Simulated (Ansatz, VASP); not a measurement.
Two plane-wave programs on GaN

Contents of INCAR:

```
SYSTEM = GaN
PREC = Accurate
ENCUT = 520
EDIFF = 1E-6
ISMEAR = 0
SIGMA = 0.011
LREAL = .FALSE.
LASPH = .TRUE.
NELM = 80
ALGO = Fast
ISIF = 2
LWAVE = .FALSE.
LCHARG = .FALSE.
GGA = PE
NBANDS = 26
```

File KPOINTS:

```
Automatic mesh
0
G
  10 10 5
  0 0 0
```

POSCAR

```
GaN
1.0
    3.1800000000      0.0000000000      0.0000000000
   -1.5900000000      2.7539607840      0.0000000000
    0.0000000000      0.0000000000      5.1660000000
Ga N
2 2
Direct
    0.6666666667      0.3333333333      0.5000000000
    0.3333333333      0.6666666667      0.0000000000
    0.6666666667      0.3333333333      0.8750000000
    0.3333333333      0.6666666667      0.3750000000
```

Contents of input.yaml:

```yaml
crystal:
  lattice:
    - [3.18, 0.0, 0.0]
    - [-1.59, 2.753960784, 0.0]
    - [0.0, 0.0, 5.166]
  atoms:
    - { symbol: Ga, position: [0.6666666667, 0.3333333333, 0.5] }
    - { symbol: Ga, position: [0.3333333333, 0.6666666667, 0.0] }
    - { symbol: "N", position: [0.6666666667, 0.3333333333, 0.875] }
    - { symbol: "N", position: [0.3333333333, 0.6666666667, 0.375] }
hamiltonian:
  xc: pbe
  pseudopotentials: { kind: paw }
kpoints:
  mp_grid: { grid: [10, 10, 5] }
scf:
  occupations: { method: gaussian, width: 0.011 }
output:
  forces: true
  stress: true
  eigenvalues: true
```

Alike in both runs: task single point; functional PBE; k mesh 10 × 10 × 5; occupations gaussian, width 0.011 eV; no spin polarisation.

|  | VASP | Ansatz |
| --- | --- | --- |
| version | VASP 6.6.1 | Ansatz 0.2.0 |
| potentials or method | VASP PAW PBE potentials, release 64 (Ga_d, N) | Ansatz PAW |
| plane-wave cutoff (eV) | 520 | 420 |
| valence electrons in the cell | 36 | 36 |

Ansatz gave:

```
gap on the k mesh at the Fermi level (eV)       : 1.96
least direct gap on the mesh (eV)               : 1.96
pressure (GPa)                                  : 7.3
largest component of the traceless stress (GPa) : 1.43
rms of the force components (eV/Å)              : 0.079
```

Which values does VASP return?

gap on the k mesh at the Fermi level (eV): 1.97; least direct gap on the mesh (eV): 1.97; pressure (GPa): 7.4; largest component of the traceless stress (GPa): 1.45; rms of the force components (eV/Å): 0.078.

Atom by atom the forces differ by 0.001 eV/Å (rms over components). The functional is the same, so the differences come from potentials, cutoffs and numerics.

Caveats: odd divisions of the mesh miss points on the zone boundary, where band edges often lie, so the gap on the mesh can be too wide (Ansatz); the pressure holds a Pulay correction of +0.5 GPa for the finite cutoff (Ansatz).
